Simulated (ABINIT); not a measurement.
HfO2 in ABINIT: convergence with pawecutdg

HfO2:

```
Hf O
1.0
     0.00000    2.55750    2.55750
     2.55750    0.00000    2.55750
     2.55750    2.55750    0.00000
Hf O
1 2
Direct
  0.00000 0.00000 0.00000
  0.75000 0.75000 0.75000
  0.25000 0.25000 0.25000
```

Measurements of this composition are mostly on another form, of space group No. 14.

| Quantity | Value |
| --- | --- |
| Program | ABINIT 10.8.3 (patched build) |
| Task | single point |
| Functional | r2SCAN |
| Potentials or basis | JTH PAW PBE v2.0 |
| Cutoff | 762 eV |
| k mesh | 9 × 9 × 9 |
| Occupations | cold (ABINIT), width 0.05 eV |
| Spin | no spin polarisation |

These are the settings of the first run; the series varies pawecutdg, with any setting tied to it.

Hardware: 1 thread of Arm Neoverse V1, with other jobs on the host.

```tsv
pawecutdg	energy less the tightest run (meV/atom)	pressure (GPa)	SCF cycles	CPU time (s)	peak memory (GiB)
28 Ha	refused	-	-	-	-
33.6	-2.86	-11.60	11	130	0.15
42	-4.03	-11.41	12	150	0.15
50.4	-0.83	-12.15	12	150	0.17
61.6	0.06	-12.05	12	150	0.19
75.6	-0.08	-12.04	12	150	0.21
92.4	0.00	-12.07	12	150	0.25
```

Against the tightest run, the energy stays within 1 meV/atom from 50.4 on; the pressure stays within 0.1 GPa from 50.4 on. The tightest run that finished is the yardstick and may itself not be fully converged.

Caveat, for the tightest run too: the PAW data sets were made with another functional, which shifts forces and pressure a little.
